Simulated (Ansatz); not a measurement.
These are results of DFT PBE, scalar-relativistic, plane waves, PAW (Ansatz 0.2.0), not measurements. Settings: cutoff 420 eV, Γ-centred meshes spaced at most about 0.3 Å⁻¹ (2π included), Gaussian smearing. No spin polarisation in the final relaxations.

The zero of energy is the elements' standard structures at the same level (O₂ as a molecule); no fitted shifts are applied.

A relaxed structure of HfSi2O6 has 16.24 Å³/atom, −2.936 eV/atom against the elements, a gap of 5.03 eV on its mesh:

```
Hf Si O
1.0
     4.95455   -2.50733    0.00000
     4.95455    2.50733    0.00000
    -0.17306    0.00000    5.88153
Hf Si O
1 2 6
Direct
  0.54147 0.45853 0.00000
  0.98674 0.51939 0.65518
  0.48061 0.01326 0.34482
  0.15517 0.30512 0.43168
  0.42969 0.79133 0.20239
  0.20867 0.57031 0.79761
  0.69488 0.84483 0.56832
  0.62911 0.12532 0.18253
  0.87468 0.37089 0.81747
```

**Question.** Zr takes the place of Hf on the same sites, and the cell is relaxed. What changes?

**Answer.** ZrSi2O6 has a = 9.974 Å, b = 5.008 Å, c = 5.899 Å, β = 91.8°: 16.36 Å³/atom, −2.923 eV/atom against the elements, a gap of 5.16 eV on its mesh. The volume per atom changes by +0.8 % and the formation energy by +0.012 eV/atom (from unrounded values). The gap widens by 0.13 eV. Covalent radii: Hf 1.75 Å, Zr 1.75 Å; electronegativities 1.30 and 1.33. Zr has 4 O at 1.96–1.97 Å; around Si lie 4 O at 1.63–1.64 Å; O on its first site is surrounded by 1 Si at 1.63 Å and 1 Zr at 1.96 Å; O on its second site has 2 Si at 1.64 Å; 1 more site not described.

```cif
data_structure
_symmetry_space_group_name_H-M 'C2'
_symmetry_Int_Tables_number 5
_cell_length_a 9.9743
_cell_length_b 5.0078
_cell_length_c 5.8986
_cell_angle_alpha 90.000
_cell_angle_beta 91.826
_cell_angle_gamma 90.000
_cell_volume 294.48
loop_
_atom_site_label
_atom_site_type_symbol
_atom_site_symmetry_multiplicity
_atom_site_Wyckoff_symbol
_atom_site_fract_x
_atom_site_fract_y
_atom_site_fract_z
_atom_site_occupancy
Zr1 Zr 2 a 0.00000 0.54274 0.00000 1
Si1 Si 4 c 0.75286 0.23324 0.65476 1
O1 O 4 c 0.61155 0.81961 0.20259 1
O2 O 4 c 0.73015 0.42381 0.43096 1
O3 O 4 c 0.87677 0.75197 0.18402 1
```

The two cells were relaxed from separate starts that ended on the same group and sites; neither need be the stable form of its compound. These runs have no spin–orbit coupling, which can matter for Hf. Kohn–Sham gaps at this level usually fall short of measured ones.
